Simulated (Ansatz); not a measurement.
## CdSe (Cadmoselite) in Ansatz: convergence with k mesh

The system is CdSe (Cadmoselite).

```
Cd Se
1.0
     4.30000    0.00000    0.00000
    -2.15000    3.72391    0.00000
     0.00000    0.00000    7.02000
Cd Se
2 2
Direct
  0.66667 0.33333 0.50000
  0.33333 0.66667 0.00000
  0.66667 0.33333 0.88500
  0.33333 0.66667 0.38500
```

* Program: Ansatz 0.2.0
* Task: convergence study
* Functional: PBE
* Potentials or basis: PseudoDojo standard (PBE files)
* Cutoff: 1388 eV
* Density cutoff: 5551 eV
* k mesh: 2 × 2 × 1
* Occupations: fermi-dirac, width 0.1 eV
* Spin: spin-orbit coupling, no magnetisation

These are the settings of the first run; the series varies k mesh, with any setting tied to it.

Hardware: 2 threads of Intel(R) Xeon(R) Processor @ 2.50GHz (Skylake/Cascade Lake), with other jobs on the host.

Question: The values tried are 2 × 2 × 1, 3 × 3 × 2, 4 × 4 × 2, 5 × 5 × 3, 7 × 7 × 4, 8 × 8 × 5, 10 × 10 × 5, 12 × 12 × 6, loosest first. From which on does the largest force stay within 0.005 eV/Å of the tightest run that finished?

Answer: From 5 × 5 × 3 on.

| k mesh | energy less the tightest run, at zero smearing (meV/atom) | pressure (GPa) | largest force (eV/Å) | gap on the mesh (eV) | SCF cycles | CPU time (s) | peak memory (GiB) |
| --- | --- | --- | --- | --- | --- | --- | --- |
| 2 × 2 × 1 | 257.68 | 4.32 | 0.417 | 0.512 | 9 | 26 | 1.4 |
| 3 × 3 × 2 | 55.90 | 3.51 | 0.340 | 0.563 | 9 | 110 | 1.9 |
| 4 × 4 × 2 | 14.23 | 3.17 | 0.301 | 0.579 | 9 | 140 | 2 |
| 5 × 5 × 3 | 4.44 | 3.12 | 0.288 | 0.583 | 8 | 170 | 2.1 |
| 7 × 7 × 4 | 0.58 | 3.09 | 0.285 | 0.586 | 8 | 410 | 2.7 |
| 8 × 8 × 5 | 0.22 | 3.09 | 0.285 | 0.586 | 8 | 460 | 3 |
| 10 × 10 × 5 | 0.07 | 3.09 | 0.284 | 0.586 | 8 | 610 | 3.5 |
| 12 × 12 × 6 | 0.00 | 3.09 | 0.284 | 0.586 | 8 | 1000 | 4.9 |

Against the tightest run, the energy stays within 1 meV/atom from 7 × 7 × 4 on; the pressure stays within 0.1 GPa from 4 × 4 × 2 on; the gap on the mesh stays within 0.01 eV from 4 × 4 × 2 on. Meshes of other sizes hit other points, so gaps and Fermi surfaces needn't settle smoothly. The tightest run that finished is the yardstick and may itself not be fully converged.
